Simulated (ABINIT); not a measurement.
The system is MgS (Niningerite).

```
S Mg
1.0
     0.00000    2.60165    2.60165
     2.60165    0.00000    2.60165
     2.60165    2.60165    0.00000
S Mg
1 1
Direct
  0.50000 0.50000 0.50000
  0.00000 0.00000 0.00000
```

Base run:

* Program: ABINIT 10.8.3 (patched build)
* Functional: LDA
* Potentials or basis: JTH PAW LDA v2.0
* Cutoff: 544 eV
* k mesh: 9 × 9 × 9
* Occupations: fermi-dirac, width 0.05 eV
* Spin: no spin polarisation

Its results: band gap on the k mesh 2.70 eV, indirect (least direct gap 3.47 eV).

**Question.** The run is repeated on the same cell with these changes: functional from LDA to TB-mBJ; cutoff from 544 eV to 653 eV; fine-grid cutoff from 1088.46 eV to 1251.72 eV. What comes out?

**Answer.** Band gap on the k mesh 4.09 eV, indirect (least direct gap 5.19 eV).

Caveats: the mesh misses the band edges, which the band path finds closer together; the constant c of TB-mBJ comes from the pseudo density here, which moves gaps by up to 0.3 eV between sets of potentials (some runs).

Not every run made on this cell is shown here.
